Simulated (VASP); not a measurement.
A run of VASP 6.6.1 is set up as follows.

The input POSCAR:

```
GaP
1.0
    0.0000000000      2.7252500000      2.7252500000
    2.7252500000      0.0000000000      2.7252500000
    2.7252500000      2.7252500000      0.0000000000
Ga P
1 1
Direct
    0.0000000000      0.0000000000      0.0000000000
    0.7500000000      0.7500000000      0.7500000000
```

INCAR.step1

```
SYSTEM = GaP
PREC = Accurate
ENCUT = 520
EDIFF = 1E-5
ISMEAR = 0
SIGMA = 0.02
LREAL = .False.
LASPH = .True.
NELM = 100
ALGO = Normal
ISIF = 2
LWAVE = .True.
LCHARG = .False.
GGA = PE
KPAR = 4
```

The input INCAR.step2:

```
SYSTEM = GaP
PREC = Accurate
ENCUT = 520
EDIFF = 1E-6
ISMEAR = 0
SIGMA = 0.02
LREAL = .False.
LASPH = .True.
NELM = 100
ALGO = Normal
ISIF = 2
LWAVE = .False.
LCHARG = .False.
GGA = PE
LHFCALC = .True.
AEXX = 0.25
PRECFOCK = Fast
HFRCUT = -1
ISTART = 1
KPAR = 4
```

KPOINTS

```
regular mesh
0
Gamma
  6 6 6
  0 0 0
```

Contents of KPOINTS_OPT:

```
path GXWKGLUWLK,UX
8
line-mode
reciprocal
 0.0000000000  0.0000000000  0.0000000000  G
 0.5000000000  0.0000000000  0.5000000000  X

 0.5000000000  0.0000000000  0.5000000000  X
 0.5000000000  0.2500000000  0.7500000000  W

 0.5000000000  0.2500000000  0.7500000000  W
 0.3750000000  0.3750000000  0.7500000000  K

 0.3750000000  0.3750000000  0.7500000000  K
 0.0000000000  0.0000000000  0.0000000000  G

 0.0000000000  0.0000000000  0.0000000000  G
 0.5000000000  0.5000000000  0.5000000000  L

 0.5000000000  0.5000000000  0.5000000000  L
 0.6250000000  0.2500000000  0.6250000000  U

 0.6250000000  0.2500000000  0.6250000000  U
 0.5000000000  0.2500000000  0.7500000000  W

 0.5000000000  0.2500000000  0.7500000000  W
 0.5000000000  0.5000000000  0.5000000000  L

 0.5000000000  0.5000000000  0.5000000000  L
 0.3750000000  0.3750000000  0.7500000000  K

 0.6250000000  0.2500000000  0.6250000000  U
 0.5000000000  0.0000000000  0.5000000000  X
```

Potentials or basis: VASP PAW PBE potentials, release 64 (Ga_d, P).

The run is started by

```sh
$ cat potpaw_PBE.64/Ga_d/POTCAR potpaw_PBE.64/P/POTCAR > POTCAR
$ cp INCAR.step1 INCAR
$ mpirun -np 4 vasp_std > vasp.out
$ cp INCAR.step2 INCAR
$ mpirun -np 4 vasp_std > vasp.out
```

(1) Estimate the pressure.

(2) What does it give for the band gap along the path?

(3) What does it give for the band gap on the k mesh?

Answers

(1) 0.3 GPa.

(2) 2.93 eV, indirect (least direct gap 3.45 eV).

(3) 2.96 eV, indirect (least direct gap 3.45 eV).

Caveat: the PAW data sets were made with another functional, which shifts forces and pressure a little.

**The experiment to reproduce.**

“Stacking defects in GaP nanowires: Electronic structure and optical properties”, 2018, arxiv:1810.01194 quotes, for a bulk crystal of GaP at 10 K: band gap 2.34 eV (indirect).

Measured gap of GaP: 2.34 eV (indirect; 10 K; quoted in “Stacking defects in GaP nanowires: Electronic structure and optical properties”, 2018, arxiv:1810.01194). This calculation gives 2.93 eV (+0.59 eV). Spin-orbit coupling on Ga is left out. The value is that of PBE0, without temperature or zero-point motion.
